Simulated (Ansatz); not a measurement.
# Sn under changes of volume

One of the cells (33.803 Å³/atom); the others are scaled copies at fixed shape and fractional positions:

```
Sn
1.0
     0.00000    3.23334    3.23334
     3.23334    0.00000    3.23334
     3.23334    3.23334    0.00000
Sn
2
Direct
  0.75000 0.75000 0.75000
  0.50000 0.50000 0.50000
```

This isn't the form of Sn at room conditions, which is tetragonal (white tin).

- Program: Ansatz 0.2.0
- Functional: PBE
- Potentials or basis: PseudoDojo stringent (PBE files)
- Cutoff: 1388 eV
- Density cutoff: 5551 eV
- k mesh: 7 × 7 × 7
- Occupations: fermi-dirac, width 0.05 eV
- Spin: no spin polarisation

```tsv
volume (Å³/atom)	energy over the lowest point (meV/atom)	pressure (GPa)
31.775	?	?
32.451	72.54	6.3
33.127	48.89	5.0
33.803	30.29	3.9
34.479	16.25	2.8
35.155	6.29	1.9
35.831	0.00	1.1
```

Question: What does the run at 31.775 Å³/atom give?

Answer: Energy over the lowest point 101.82 meV/atom; pressure 7.7 GPa.

Worked out: A Birch-Murnaghan fit of order 3 (a polynomial in V^(-2/3)) to the other rows has its minimum at 36.84 Å³/atom, just outside them, with B0 = V·E''(V) = 36 GPa and B' = 4.7. It gives 101.84 meV/atom at 31.775 Å³/atom, against the run's 101.82, and -dE/dV = 7.7 GPa, against 7.7.

Energies are extrapolated to zero smearing.
